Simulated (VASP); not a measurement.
## C: how numerical settings change the zone-centre modes

Aim: test the modes of C against the numerical settings. The starting structure is a measured crystal structure from the Crystallography Open Database.

Method: Kohn-Sham DFT with plane waves and PAW; LDA, in VASP 6.6.1.

The database entry behind the starting cell differs from later determinations by our own check (about 0.1 % long), so it need not match the best structure at ambient conditions.

### Step 1. Starting point

It takes space group Fd-3m (No. 227, cubic). Conventional cell: a = 3.572 Å, b = 3.572 Å, c = 3.572 Å, α = 90.00°, β = 90.00°, γ = 90.00°. C has 4 C at 1.55 Å nearest.

### Step 2. Reference modes

The cell comes from a relaxation at this level, not shown (11.05 Å³).

The input, INCAR:

```
SYSTEM = C
PREC = Accurate
ENCUT = 520
EDIFF = 1E-08
NELM = 100
ISMEAR = 0
SIGMA = 0.03
LREAL = .FALSE.
ALGO = Normal
GGA = CA
NBANDS = 10
LORBIT = 11
LWAVE = .FALSE.
LCHARG = .FALSE.
KPAR = 2
IBRION = 8
LEPSILON = .TRUE.
ISIF = 2
```

The input, POSCAR:

```
C
1.0
    0.0000000000      1.7677755000      1.7677755000
    1.7677755000      0.0000000000      1.7677755000
    1.7677755000      1.7677755000      0.0000000000
C
2
Direct
    0.0000000000      0.0000000000      0.0000000000
    0.2500000000      0.2500000000      0.2500000000
```

The input, KPOINTS:

```
Automatic mesh
0
Gamma
14 14 14
0 0 0
```

The projector-augmented-wave data sets are C (LDA family, release 64).

Started as:

```sh
mpirun -np 2 vasp_std
```

Log:

```text
[banner, memory and clock lines left out]
running    2 mpi-ranks, on    1 nodes
 distrk:  each k-point on    1 cores,    2 groups
 distr:  one band on    1 cores,    1 groups

 POSCAR found type information on POSCAR C
 POSCAR found :  1 types and       2 ions
 LDA part: xc-table for (Slater(with rela. corr.)+CA(PZ))
 , standard interpolation
 POSCAR, INCAR and KPOINTS ok, starting setup
 FFT: planning ... GRIDC
 FFT: planning ... GRID_SOFT
 FFT: planning ... GRID
 WAVECAR not read
 entering main loop
       N       E                     dE             d eps       ncg     rms          rms(c)
DAV:   1    -0.228501786325E+01   -0.22850E+01   -0.48131E+03  2144   0.786E+02
DAV:   2    -0.207648021208E+02   -0.18480E+02   -0.17802E+02  2782   0.125E+02
DAV:   3    -0.211059659860E+02   -0.34116E+00   -0.34051E+00  2426   0.139E+01
DAV:   4    -0.211066484417E+02   -0.68246E-03   -0.68242E-03  2260   0.764E-01
DAV:   5    -0.211066495256E+02   -0.10840E-05   -0.10840E-05  2392   0.282E-02    0.589E+00
DAV:   6    -0.204678984491E+02    0.63875E+00   -0.36670E-01  2168   0.448E+00    0.342E+00
DAV:   7    -0.202456832577E+02    0.22222E+00   -0.43037E-01  2242   0.486E+00    0.757E-01
DAV:   8    -0.202455009405E+02    0.18232E-03   -0.89397E-03  2214   0.851E-01    0.264E-02
DAV:   9    -0.202454889467E+02    0.11994E-04   -0.33328E-05  2382   0.484E-02    0.194E-02
DAV:  10    -0.202454903715E+02   -0.14248E-05   -0.17350E-06  2264   0.118E-02    0.448E-03
DAV:  11    -0.202454903156E+02    0.55900E-07   -0.57225E-08  2366   0.197E-03    0.700E-04
DAV:  12    -0.202454903077E+02    0.78868E-08   -0.11995E-09  1256   0.346E-04
   1 F= -.20245490E+02 E0= -.20245490E+02  d E =-.249774E-14
 Linear response reoptimize wavefunctions to high precision
DAV:   1    -0.202454903061E+02    0.15977E-08   -0.72244E-11  1350   0.904E-05
DAV:   2    -0.202454903061E+02   -0.15802E-10   -0.30442E-12  1088   0.178E-05
 Linear response G [H, r] |phi>, progress :
  Direction:   1
       N       E                     dE             d eps       ncg     rms
RMM:   1    -0.325284504245E+02   -0.32528E+02   -0.57236E+00  4830   0.433E+01
RMM:   2    -0.323637769240E+02    0.16467E+00   -0.10094E+00  3300   0.857E+00
RMM:   3    -0.323718420065E+02   -0.80651E-02   -0.36242E-03  3486   0.507E-01
RMM:   4    -0.323718891500E+02   -0.47143E-04   -0.28141E-05  3664   0.399E-02
RMM:   5    -0.323718897205E+02   -0.57048E-06   -0.29041E-07  3609   0.382E-03
RMM:   6    -0.323718897399E+02   -0.19397E-07   -0.88003E-08  3361   0.520E-04
RMM:   7    -0.323718897361E+02    0.37873E-08   -0.57958E-08  2738   0.202E-04
 Linear response G [H, r] |phi>, progress :
  Direction:   2
       N       E                     dE             d eps       ncg     rms
RMM:   1    -0.355487712371E+02   -0.35549E+02   -0.53553E+01  4830   0.415E+01
RMM:   2    -0.329245096956E+02    0.26243E+01   -0.68809E-01  3296   0.738E+00
RMM:   3    -0.329275537567E+02   -0.30441E-02   -0.28455E-03  3468   0.426E-01
RMM:   4    -0.329275553488E+02   -0.15921E-05   -0.22510E-05  3693   0.352E-02
RMM:   5    -0.329275553627E+02   -0.13876E-07   -0.18300E-07  3633   0.311E-03
RMM:   6    -0.329275553671E+02   -0.43821E-08   -0.24521E-08  3398   0.437E-04
 Linear response G [H, r] |phi>, progress :
  Direction:   3
       N       E                     dE             d eps       ncg     rms
RMM:   1    -0.226140022286E+02   -0.22614E+02    0.41733E+01  4613   0.403E+01
RMM:   2    -0.224114981047E+02    0.20250E+00   -0.93864E-01  3251   0.784E+00
RMM:   3    -0.224131304725E+02   -0.16324E-02   -0.62399E-03  3494   0.477E-01
RMM:   4    -0.224130236354E+02    0.10684E-03   -0.83481E-05  3590   0.391E-02
RMM:   5    -0.224130206395E+02    0.29960E-05   -0.34371E-06  3508   0.380E-03
RMM:   6    -0.224130203873E+02    0.25219E-06   -0.32195E-07  3193   0.520E-04
RMM:   7    -0.224130203606E+02    0.26638E-07    0.65394E-08  2502   0.194E-04
RMM:   8    -0.224130203547E+02    0.58810E-08    0.68074E-07  2300   0.165E-04
RMM:   9    -0.224130203539E+02    0.80311E-09   -0.41965E-08  2096   0.164E-04
 Linear response to external field (no local field effect), progress :
  Direction:   1
       N       E                     dE             d eps       ncg     rms          rms(c)
RMM:   1    -0.178049142007E+00   -0.17805E+00   -0.65035E-01  4612   0.225E+00
RMM:   2    -0.182191249840E+00   -0.41421E-02   -0.10476E-03  3327   0.270E-01
RMM:   3    -0.182195537209E+00   -0.42874E-05   -0.30929E-06  3359   0.112E-02
RMM:   4    -0.182195555186E+00   -0.17978E-07   -0.12549E-08  3303   0.758E-04
RMM:   5    -0.182195555252E+00   -0.65578E-10   -0.14375E-10  2443   0.517E-05
 change of polarisation eV/A/(eV/A) component  1 :     0.364     0.162     0.047
 dielectric tensor                  component  1 :     6.968     2.657     0.769
 Linear response to external field (no local field effect), progress :
  Direction:   2
       N       E                     dE             d eps       ncg     rms          rms(c)
RMM:   1    -0.174759618078E+00   -0.17476E+00   -0.62081E-01  4601   0.227E+00
RMM:   2    -0.178771569599E+00   -0.40120E-02   -0.10120E-03  3342   0.272E-01
RMM:   3    -0.178775624661E+00   -0.40551E-05   -0.31711E-06  3374   0.112E-02
RMM:   4    -0.178775644394E+00   -0.19733E-07   -0.13276E-08  3341   0.806E-04
RMM:   5    -0.178775644465E+00   -0.71014E-10   -0.24044E-10  2471   0.528E-05
 change of polarisation eV/A/(eV/A) component  2 :     0.162     0.358    -0.062
 dielectric tensor                  component  2 :     2.657     6.856    -1.011
 Linear response to external field (no local field effect), progress :
  Direction:   3
       N       E                     dE             d eps       ncg     rms          rms(c)
RMM:   1    -0.893571936570E-01   -0.89357E-01   -0.31630E-01  4541   0.168E+00
RMM:   2    -0.916562833245E-01   -0.22991E-02   -0.51808E-04  3290   0.189E-01
RMM:   3    -0.916583413875E-01   -0.20581E-05   -0.15154E-06  3351   0.825E-03
RMM:   4    -0.916583496317E-01   -0.82441E-08   -0.55508E-09  3275   0.581E-04
 change of polarisation eV/A/(eV/A) component  3 :     0.047    -0.062     0.183
 dielectric tensor                  component  3 :     0.769    -1.011     4.002
 Linear response to external field, progress :
  Direction:   1
       N       E                     dE             d eps       ncg     rms          rms(c)
RMM:   1    -0.147403638547E+00   -0.14740E+00   -0.52930E-01 10780   0.207E+00
RMM:   2    -0.150873039636E+00   -0.34694E-02   -0.85832E-04  7742   0.243E-01    0.692E-01
RMM:   3    -0.148620270833E+00    0.22528E-02   -0.74223E-04  7736   0.210E-01    0.403E-01
RMM:   4    -0.153487076481E+00   -0.48668E-02   -0.10894E-03  7742   0.256E-01    0.326E-02
RMM:   5    -0.153884547705E+00   -0.39747E-03   -0.11582E-05  7949   0.267E-02    0.280E-03
RMM:   6    -0.153898376308E+00   -0.13829E-04   -0.35237E-08  8191   0.167E-03    0.151E-03
RMM:   7    -0.153901719515E+00   -0.33432E-05   -0.55724E-09  8171   0.713E-04    0.102E-04
RMM:   8    -0.153902288021E+00   -0.56851E-06   -0.89943E-11  6604   0.645E-05    0.257E-05
RMM:   9    -0.153902172401E+00    0.11562E-06   -0.25366E-11  3587   0.226E-05    0.215E-06
 change of polarisation eV/A/(eV/A) component  1 :     0.291     0.089     0.033
 dielectric tensor                  component  1 :     5.766     1.452     0.548
 Linear response to external field, progress :
  Direction:   2
       N       E                     dE             d eps       ncg     rms          rms(c)
RMM:   1    -0.147381207569E+00   -0.14738E+00   -0.52908E-01 10792   0.207E+00
RMM:   2    -0.150873046153E+00   -0.34918E-02   -0.85913E-04  7743   0.244E-01    0.692E-01
RMM:   3    -0.148621272195E+00    0.22518E-02   -0.74210E-04  7737   0.210E-01    0.403E-01
RMM:   4    -0.153487244382E+00   -0.48660E-02   -0.10890E-03  7745   0.256E-01    0.326E-02
RMM:   5    -0.153884446610E+00   -0.39720E-03   -0.11579E-05  7942   0.267E-02    0.280E-03
RMM:   6    -0.153898393526E+00   -0.13947E-04   -0.34988E-08  8187   0.167E-03    0.151E-03
RMM:   7    -0.153901722762E+00   -0.33292E-05   -0.56463E-09  8177   0.712E-04    0.102E-04
RMM:   8    -0.153902300418E+00   -0.57766E-06   -0.15665E-10  6581   0.645E-05    0.257E-05
RMM:   9    -0.153902181580E+00    0.11884E-06   -0.87247E-11  3615   0.229E-05    0.215E-06
 change of polarisation eV/A/(eV/A) component  2 :     0.072     0.291     0.004
 dielectric tensor                  component  2 :     1.185     5.766     0.074
 Linear response to external field, progress :
  Direction:   3
       N       E                     dE             d eps       ncg     rms          rms(c)
RMM:   1    -0.147381113532E+00   -0.14738E+00   -0.52908E-01 10792   0.207E+00
RMM:   2    -0.150873020941E+00   -0.34919E-02   -0.86022E-04  7745   0.244E-01    0.692E-01
RMM:   3    -0.148621268756E+00    0.22518E-02   -0.74405E-04  7735   0.210E-01    0.403E-01
RMM:   4    -0.153487123568E+00   -0.48659E-02   -0.10911E-03  7745   0.256E-01    0.326E-02
RMM:   5    -0.153884465314E+00   -0.39734E-03   -0.11584E-05  7945   0.267E-02    0.280E-03
RMM:   6    -0.153898392796E+00   -0.13927E-04   -0.35394E-08  8189   0.167E-03    0.151E-03
RMM:   7    -0.153901726973E+00   -0.33342E-05   -0.56705E-09  8177   0.713E-04    0.103E-04
RMM:   8    -0.153902298795E+00   -0.57182E-06   -0.15832E-10  6599   0.652E-05    0.257E-05
RMM:   9    -0.153902183665E+00    0.11513E-06   -0.88078E-11  3578   0.228E-05    0.214E-06
 change of polarisation eV/A/(eV/A) component  3 :     0.015     0.059     0.291
 dielectric tensor                  component  3 :     0.245     0.971     5.766
 Linear response DOF=           1
 Linear response progress:
  Degree of freedom:   1/  1
       N       E                     dE             d eps       ncg     rms          rms(c)
RMM:   1    -0.119714819991E+00   -0.11971E+00   -0.18919E-02 20483   0.207E+00
RMM:   2    -0.110538208151E+00    0.91766E-02   -0.33433E-03 13035   0.397E-01    0.189E-01
RMM:   3    -0.110610046655E+00   -0.71839E-04   -0.33502E-04 12857   0.112E-01    0.103E-01
RMM:   4    -0.111398538921E+00   -0.78849E-03   -0.34054E-04 12739   0.116E-01    0.133E-02
RMM:   5    -0.111346388718E+00    0.52150E-04   -0.19826E-05 13884   0.139E-02    0.101E-03
RMM:   6    -0.111344777269E+00    0.16114E-05   -0.18514E-06 13886   0.818E-04    0.449E-04
RMM:   7    -0.111341998020E+00    0.27792E-05   -0.27177E-07 14234   0.357E-04    0.664E-05
RMM:   8    -0.111341953086E+00    0.44934E-07    0.32839E-09 14216   0.516E-05    0.101E-05
RMM:   9    -0.111341826244E+00    0.12684E-06    0.11103E-08 14813   0.251E-05    0.149E-06
RMM:  10    -0.111341827204E+00   -0.96000E-09   -0.14539E-08 11945   0.132E-05    0.139E-07
 first order change of Fermi-energy   0.46779E-04
 force on displaced ion       1 direction 1 : -38.582   0.000   0.000
 Born effective charge ion    1 direction 1 :   0.000   0.000   0.000
 Born effective charges drift removed
 Linear response finished
```

Run time: 40 s. Hardware: 2 MPI ranks of Intel Xeon Platinum 8488C (Sapphire Rapids), shared host; peak memory 0.41 GiB.

Lines that name or quote the potential files are left out of all logs, and their timing lines are given in words.

Parts of OUTCAR (step 2):

```text
ion  position               nearest neighbor table
   1  0.000  0.000  0.000-   2 1.53   2 1.53   2 1.53   2 1.53
   2  0.250  0.250  0.250-   1 1.53   1 1.53   1 1.53   1 1.53

  LATTYP: Found a face centered cubic cell.
 ALAT       =     3.5355510000

 Subroutine GETGRP returns: Found 48 space group operations
 (whereof 24 operations were pure point group operations)

The static configuration has the point symmetry T_d .
 The point group associated with its full space group is O_h .

 Found    104 irreducible k-points:

   k-points           NKPTS =    104   k-points in BZ     NKDIM =    104   number of bands    NBANDS=     10

   dimension x,y,z NGX =    20 NGY =   20 NGZ =   20
   dimension x,y,z NGXF=    40 NGYF=   40 NGZF=   40

   ENCUT  =  520.0 eV  38.22 Ry    6.18 a.u.   4.65  4.65  4.65*2*pi/ulx,y,z

   NELECT =       8.0000    total number of electrons

 k-points in reciprocal lattice and weights: Automatic mesh
   0.00000000  0.00000000  0.00000000       0.000
   0.07142857  0.00000000  0.00000000       0.003
   0.14285714  0.00000000  0.00000000       0.003
   0.21428571  0.00000000  0.00000000       0.003
   0.28571429  0.00000000  0.00000000       0.003
   0.35714286  0.00000000  0.00000000       0.003
   0.42857143  0.00000000  0.00000000       0.003
   0.50000000  0.00000000  0.00000000       0.001
   0.07142857  0.07142857  0.00000000       0.002
[...]
-0.28571429  0.42857143  0.21428571       0.009
  -0.28571429  0.50000000  0.21428571       0.004

 average (electrostatic) potential at core
       1 -49.1162       2 -49.1162

  Total        0.0070181      0.0070181      0.0070181     -0.0000000     -0.0000000      0.0000000
  in kB        1.0176948      1.0176948      1.0176948     -0.0000000     -0.0000000      0.0000000
  external PRESSURE =       1.0176948 kB  Pullay stress =       0.0000000 kB

  energy-cutoff  :      520.00
  volume of cell :       11.05
      direct lattice vectors                 reciprocal lattice vectors
     0.000000000  1.767775500  1.767775500    -0.282841345  0.282841345  0.282841345
     1.767775500  0.000000000  1.767775500     0.282841345 -0.282841345  0.282841345
     1.767775500  1.767775500  0.000000000     0.282841345  0.282841345 -0.282841345

 POSITION                                       TOTAL-FORCE (eV/Angst)
 -----------------------------------------------------------------------------------
      0.00000      0.00000      0.00000         0.000000      0.000000      0.000000
      0.88389      0.88389      0.88389        -0.000000     -0.000000     -0.000000
 -----------------------------------------------------------------------------------
    total drift:                                0.000000      0.000000      0.000000

 MACROSCOPIC STATIC DIELECTRIC TENSOR (including local field effects in DFT)
 ------------------------------------------------------
           5.765878    -0.000000     0.000000
           0.000000     5.765878     0.000000
          -0.000000    -0.000000     5.765878
 ------------------------------------------------------

 PIEZOELECTRIC TENSOR (including local field effects)  for field in x, y, z        (C/m^2)
          XX          YY          ZZ          XY          YZ          ZX
  --------------------------------------------------------------------------------
  x    -0.00000     0.00000    -0.00000    -0.00000     0.00000     0.00000
  y    -0.00000    -0.00000    -0.00000     0.00000    -0.00000     0.00000
  z     0.00000     0.00000     0.00000     0.00000     0.00000    -0.00000

 BORN EFFECTIVE CHARGES (including local field effects) (in |e|, cummulative output)
 ---------------------------------------------------------------------------------
 ion    1
    1    -0.00000    -0.00000    -0.00000
    2     0.00000    -0.00000    -0.00000
    3     0.00000    -0.00000     0.00000
 ion    2
    1     0.00000     0.00000     0.00000
    2     0.00000     0.00000     0.00000
    3     0.00000     0.00000    -0.00000

 Eigenvectors and eigenvalues of the dynamical matrix
 ----------------------------------------------------

   1 f  =   39.624955 THz   248.970932 2PiTHz 1321.746211 cm-1   163.875571 meV
             X         Y         Z           dx          dy          dz
      0.000000  0.000000  0.000000     0.000000   -0.707107    0.000000
      0.883888  0.883888  0.883888     0.000000    0.707107    0.000000

   2 f  =   39.624955 THz   248.970932 2PiTHz 1321.746211 cm-1   163.875571 meV
             X         Y         Z           dx          dy          dz
      0.000000  0.000000  0.000000    -0.707107    0.000000    0.000000
      0.883888  0.883888  0.883888     0.707107    0.000000    0.000000

   3 f  =   39.624955 THz   248.970932 2PiTHz 1321.746211 cm-1   163.875571 meV
             X         Y         Z           dx          dy          dz
      0.000000  0.000000  0.000000     0.000000    0.000000   -0.707107
      0.883888  0.883888  0.883888     0.000000    0.000000    0.707107

   4 f  =    0.000000 THz     0.000000 2PiTHz    0.000000 cm-1     0.000000 meV
             X         Y         Z           dx          dy          dz
      0.000000  0.000000  0.000000     0.707107    0.000000    0.000000
      0.883888  0.883888  0.883888     0.707107    0.000000    0.000000

   5 f  =    0.000000 THz     0.000000 2PiTHz    0.000000 cm-1     0.000000 meV
             X         Y         Z           dx          dy          dz
      0.000000  0.000000  0.000000     0.000000    0.707107    0.000000
      0.883888  0.883888  0.883888     0.000000    0.707107    0.000000

   6 f  =    0.000000 THz     0.000000 2PiTHz    0.000000 cm-1     0.000000 meV
             X         Y         Z           dx          dy          dz
      0.000000  0.000000  0.000000     0.000000    0.000000    0.707107
      0.883888  0.883888  0.883888     0.000000    0.000000    0.707107

 MACROSCOPIC STATIC DIELECTRIC TENSOR IONIC CONTRIBUTION
 ------------------------------------------------------
           0.000000     0.000000    -0.000000
           0.000000     0.000000    -0.000000
          -0.000000    -0.000000     0.000000
 ------------------------------------------------------

 ELASTIC MODULI CONTR FROM IONIC RELAXATION (kBar)
 Direction    XX          YY          ZZ          XY          YZ          ZX
 --------------------------------------------------------------------------------
 XX          -0.0000     -0.0000      0.0000      0.0000     -0.0000     -0.0000
 YY          -0.0000     -0.0000     -0.0000      0.0000      0.0000     -0.0000
 ZZ           0.0000     -0.0000     -0.0000     -0.0000      0.0000     -0.0000
 XY           0.0000      0.0000     -0.0000    -63.5735      0.0000      0.0000
 YZ          -0.0000      0.0000      0.0000      0.0000    -63.5735      0.0000
 ZX          -0.0000     -0.0000     -0.0000      0.0000      0.0000    -63.5735
 --------------------------------------------------------------------------------

 PIEZOELECTRIC TENSOR IONIC CONTR  for field in x, y, z        (C/m^2)
          XX          YY          ZZ          XY          YZ          ZX
  --------------------------------------------------------------------------------
  x    -0.00000     0.00000     0.00000    -0.00000    -0.00000    -0.00000
  y    -0.00000    -0.00000    -0.00000    -0.00000     0.00000    -0.00000
  z    -0.00000    -0.00000     0.00000     0.00000     0.00000    -0.00000
```

Energies printed during the response cycles are not total energies of the cell.

Reference: the zone-centre mode is T2g 1321.7 cm⁻¹.

[end of part 1 of 2]

[Lines on the potential files, build, host, timing and source positions are cut from VASP's logs without a mark.]

[Logs are printed without paths, hosts, clocks, repeated set-up lines and the standing remarks that a program may print on its own settings, such as how far it seeks lower states.]

[Hosts, paths, dates, database ids (printed as entryN), source tags and the programs' standing remarks are cut or masked in the printed files.]
